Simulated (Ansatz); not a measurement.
NaF (h-MgO type), relaxed with r2SCAN: 5 runs in the plane-wave code Ansatz, each a calculation of independent-particle optics. Space group P6_3/mmc (No. 194), hexagonal; a = 3.868 Å, c = 4.551 Å in the conventional setting, 14.74 Å³ an atom. Na has 5 F at 2.23–2.28 Å; F has 5 Na at 2.23–2.28 Å. These are computed values for a spin-unpolarised cell that may be hypothetical; none is a measurement.

```
CELL_PARAMETERS angstrom
3.86807 0.00000 0.00000
-1.93403 3.34984 0.00000
0.00000 0.00000 4.55141
ATOMIC_POSITIONS crystal
Na 0.33333 0.66667 0.25000
Na 0.66667 0.33333 0.75000
F 0.66667 0.33333 0.25000
F 0.33333 0.66667 0.75000
```

On meshes this coarse, single peaks can be features of the mesh. No local fields, no excitons; the zone sum runs over the cells of the mesh, and ε∞ includes the bands left out of the spectrum. Up to four peaks are listed, those above 15 % of the tallest and inside the complete range; the four can differ from row to row. Rows marked drawn have settings drawn at random (some not listed).

```json
{"functional": "PBE", "k mesh": "6×6×4", "broadening (eV)": "0.1", "scissors (eV)": "0.00", "range (eV)": "0–21", "settings": "chosen", "direct gap on the mesh before scissors (eV)": "5.70", "ε∞ xx": "1.79", "ε∞ yy": "1.79", "ε∞ zz": "1.77", "complete up to (eV)": "21.0", "tallest peaks of mean ε₂ (eV)": "13.05 15.65 16.20 16.50"}
{"functional": "r2SCAN", "k mesh": "6×6×4", "broadening (eV)": "0.1", "scissors (eV)": "0.00", "range (eV)": "0–21", "settings": "chosen", "direct gap on the mesh before scissors (eV)": "6.34", "ε∞ xx": "1.72", "ε∞ yy": "1.72", "ε∞ zz": "1.69", "complete up to (eV)": "21.0", "tallest peaks of mean ε₂ (eV)": "13.65 14.05 16.70 17.50"}
{"functional": "PBE", "k mesh": "6×6×4", "broadening (eV)": "0.1", "scissors (eV)": "2.05 (to HSE06)", "range (eV)": "0–21", "settings": "chosen", "direct gap on the mesh before scissors (eV)": "5.70", "ε∞ xx": "1.69", "ε∞ yy": "1.69", "ε∞ zz": "1.68", "complete up to (eV)": "21.0", "tallest peaks of mean ε₂ (eV)": "15.10 17.75 18.25 18.55"}
{"functional": "LDA", "k mesh": "6×6×4", "broadening (eV)": "0.05", "scissors (eV)": "0.00", "range (eV)": "0–30", "settings": "drawn", "direct gap on the mesh before scissors (eV)": "5.39", "ε∞ xx": "1.84", "ε∞ yy": "1.84", "ε∞ zz": "1.82", "complete up to (eV)": "30.0", "tallest peaks of mean ε₂ (eV)": "10.80 12.60 15.40 16.00"}
{"functional": "r2SCAN", "k mesh": "6×6×4", "broadening (eV)": "0.25", "scissors (eV)": "2.50", "range (eV)": "2–30", "settings": "drawn", "direct gap on the mesh before scissors (eV)": "6.34", "ε∞ xx": "1.62", "ε∞ yy": "1.62", "ε∞ zz": "1.60", "complete up to (eV)": "30.0", "tallest peaks of mean ε₂ (eV)": "12.50 14.70 16.20 19.90"}
```
